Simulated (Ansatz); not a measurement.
Computed with DFT PBE, scalar-relativistic, plane waves, PAW (Ansatz). Settings: cutoff 420 eV, Γ-centred meshes spaced at most about 0.3 Å⁻¹, and about 0.25 Å⁻¹ or finer for metals (2π included), Gaussian smearing. No spin polarisation.

Temperature and zero-point effects are left out.

Two relaxed structures of Al3H2:

1.

```
Al H
1.0
     6.56233   -1.45732    0.00000
     6.56233    1.45732    0.00000
    -0.67316    0.00000    2.95949
Al H
3 2
Direct
  0.64960 0.64960 0.14531
  0.35040 0.35040 0.85469
  0.00000 0.00000 0.50000
  0.25337 0.25337 0.25486
  0.74663 0.74663 0.74514
```

2.

```
Al H
1.0
     2.77396    0.00000    0.00000
     0.00000    4.11121    0.00000
     0.00000    0.00000    5.71339
Al H
3 2
Cartesian
  1.3870 0.0000 4.2139
  1.3870 0.0000 1.4995
  0.0000 2.0556 0.0000
  1.3870 1.1234 2.8567
  1.3870 2.9878 2.8567
```

**Question.** Which is lower in energy, and by how much?

**Answer.** Cell 2 is lower, by 15 meV/atom. Cell 1 has space group C2/m (No. 12), 11.3 Å³/atom and no gap on its mesh; cell 2 has space group Pmmm (No. 47), 13.0 Å³/atom and no gap. Counting H atoms around Al (those within 1.25 times the shortest such distance or 1.15 times the sum of covalent radii, 1.27 where that leaves under three; the shortest distance is added where it exceeds 1.18 times the sum of covalent radii; a slash parts the counts of unlike sites), cell 1 has Al 4/8 from 3.5 Å and cell 2 has Al 2/8 from 3.3 Å. The lower one is the more open, so pressure narrows the difference. Even the lower one lies +0.19 eV/atom against the reference forms of the elements (uncorrected), so neither is stable at this level. In cell 1, around Al on a site of symmetry m lie 4 H at 1.94–1.98 Å and 6 Al at 2.84–2.91 Å; Al on a site of symmetry 2/m has 12 Al at 2.84–3.04 Å; H has 4 Al at 1.94–1.98 Å and 4 H at 2.10–2.11 Å. In cell 2, Al on a site of symmetry mm2 has 2 H at 1.76 Å and 8 Al at 2.71–3.00 Å; around Al on a site of symmetry mmm lie 10 Al at 2.77–2.90 Å; H is surrounded by 2 Al at 1.76 Å, 1 H at 1.86 Å and 1 H at 2.25 Å. Origin: cell 1 and cell 2, each invented, then shaken at random and relaxed again. The lowest form computed isn't among them: it has space group P-3m1 (No. 164), 16.3 Å³/atom and lies 44 meV/atom below the best shown.

For metals, differences of a few meV/atom aren't resolved. With hydrogen, zero-point motion can shift such differences by 10 meV/atom or more. Cells relaxed within their symmetry can be saddle points. Some types were kept out of the candidates beforehand, so the set may lack a known form.
